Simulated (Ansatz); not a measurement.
System: MoS2/MoS2/MoS2 (multilayer of trigonal-prismatic sheets).

The cell holds 9 atoms: 3 Mo and 6 S. Its edges and angles: a = 3.151 Å, b = 3.151 Å, c = 53.700 Å, α = 90.0°, β = 90.0°, γ = 120.0°. Regions: layer 1 (MoS2), 3 atoms (1 Mo and 2 S); layer 2 (MoS2), 3 atoms (1 Mo and 2 S); layer 3 (MoS2), 3 atoms (1 Mo and 2 S). Vacuum lies along c.

```xyz
9
Lattice="3.1509 0.0000 0.0000 -1.5755 2.7288 0.0000 0.0000 0.0000 53.7000" Properties=species:S:1:pos:R:3
Mo    0.0000    1.8192   20.7976
S     1.5755    0.9096   22.3636
S     1.5755    0.9096   19.2298
Mo    1.5755    0.9096   26.8500
S     0.0000    1.8192   28.4153
S     0.0000    1.8192   25.2847
Mo    0.0000    1.8192   32.9024
S     1.5755    0.9096   34.4702
S     1.5755    0.9096   31.3364
```

The structure was relaxed with PBE-D3(BJ). The runs that relaxed it are not among those shown. PAW set soft_2, made with PBE.

Gaps computed with Ansatz 0.2.0 without a self-energy: PBE 1.01 eV.

Question: What gap should G0W0 on PBE give (9×9×1 mesh, 614 empty bands, screening to 70 eV, default PAW files)?

About 1.46 eV: on its mesh the run moves the gap from 1.08 eV by +0.45 eV, and the mesh misses the edges by 0.08 eV. Bands and cutoff are finite, so the gap is not at the basis limit. The miss can reach some tenths of an eV and take either sign; the mesh is an error of its own. The mesh in the plane is coarse for a sheet; gap and any exciton binding can still move on denser ones. The many-body steps are scalar-relativistic: spin-orbit coupling is not in them.

[Paths, hosts, dates, memory and timing lines, banners, echoed tables and standing remarks are left out of the program output.]

[Logs are printed without paths, hosts, clocks, repeated set-up lines and the standing remarks that a program may print on its own settings, such as how far it seeks lower states.]

[Runs of the session that timed out or met a known fault of the program may be left out.]

[Cells called generated may have been cut or substituted from an entry of the Crystallography Open Database or the Materials Project.]

[Hosts, paths, dates, database ids (printed as entryN), source tags and the programs' standing remarks are cut or masked in the printed files.]
